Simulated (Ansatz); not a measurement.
## Phonon spectrum of SiS$_{2}$

The calculation used DFT PBE, scalar-relativistic, plane waves, PAW in Ansatz 0.2.0. Settings: 420 eV plane-wave cutoff, Γ-centred 6×6×6 mesh, fixed occupations. No spin polarisation. Phonons by linear response, acoustic sum rule imposed.

Relaxed structure:
```xyz
6
Lattice="-3.1860 5.5655 2.7961 3.1860 -5.5655 2.7961 3.1860 5.5655 -2.7961" Properties=species:S:1:pos:R:3 pbc="T T T"
Si    0.0000    0.0000    4.1942
Si    0.0000    0.0000    1.3981
S     2.0306    4.4126    2.7961
S     1.1554    1.1529    0.0000
S     1.1554   -1.1529    2.7961
S     2.0306    6.7184    0.0000
```

It was relaxed at this level from a cell as deposited in COD. The q mesh is coarse, so values between its points are rough. Modes under 40 cm⁻¹ are poorly fixed. No dispersion correction is applied, so modes and constants that involve weak contacts between layers, chains or molecules come out too soft.

Force constants from linear response on a 2×2×2 q mesh.

Question: Is the structure dynamically stable on the q mesh?

Answer: Yes, on this mesh: no mode is imaginary. Between the mesh points the interpolation dips to 7i cm⁻¹.

Question: Give the frequencies (cm⁻¹) at the zone-boundary points of high symmetry (interpolated where a point lies off the q mesh).

Answer:
| point | q | frequencies |
| --- | --- | --- |
| X | 0.500 -0.500 0.500 | 10 14 18 19 112 171 173 174 174 344 354 415 416 418 452 575 582 611 |
| F0 | 0.332 -0.332 0.668 | 7 11 16 20 111 171 172 175 175 344 353 415 416 417 452 578 578 610 |
| SIGMA0 | -0.332 0.332 0.332 | 7 11 16 20 111 171 172 175 175 344 353 415 416 417 452 578 578 610 |
| LAMBDA0 | 0.313 0.313 -0.313 | 35 36 75 101 112 112 167 211 212 260 390 405 421 422 549 575 575 596 |
| G0 | 0.687 -0.313 0.313 | 35 36 75 101 112 112 167 211 212 260 390 405 421 422 549 575 575 596 |
| R | 0.000 0.500 0.000 | 34 34 90 90 107 107 212 212 215 215 398 398 422 422 573 573 579 579 |
| W | 0.250 0.250 0.250 | 34 34 90 90 107 107 212 212 215 215 398 398 422 422 572 572 579 579 |
| S | 0.500 0.000 0.000 | 31 31 91 91 106 106 213 213 216 216 399 399 422 422 571 571 583 583 |
| T | 0.000 0.000 0.500 | 6 11 16 19 111 171 172 175 176 344 353 415 416 417 452 573 582 609 |
